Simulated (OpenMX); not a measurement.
The system is C.

```
CELL_PARAMETERS angstrom
0.00000 1.78337 1.78337
1.78337 0.00000 1.78337
1.78337 1.78337 0.00000
ATOMIC_POSITIONS crystal
C 0.75000 0.75000 0.75000
C 0.50000 0.50000 0.50000
```

This isn't the form of C at room conditions, which is graphite.

Base run:

| Quantity | Value |
| --- | --- |
| Program | OpenMX 3.8.5 |
| Functional | PBE |
| Potentials or basis | OpenMX 2013 PBE set, C6.0-s2p2d1, grid cutoff 300 Ry |
| k mesh | 13 × 13 × 13 |
| Occupations | fermi-dirac, width 0.05 eV |
| Spin | no spin polarisation |

Its results: band gap on the k mesh 4.31 eV, indirect (least direct gap 5.69 eV); pressure 1.9 GPa.

**Question.** The run is repeated on the same cell with these changes: potentials or basis from OpenMX 2013 PBE set, C6.0-s2p2d1, grid cutoff 300 Ry to OpenMX 2013 PBE set, C6.0-s2p2, grid cutoff 300 Ry. What comes out?

**Answer.** Band gap on the k mesh 4.60 eV, indirect (least direct gap 6.04 eV); pressure 9.4 GPa.

Caveats: the basis of atomic orbitals isn't converged, which shifts pressures, moduli and gaps.
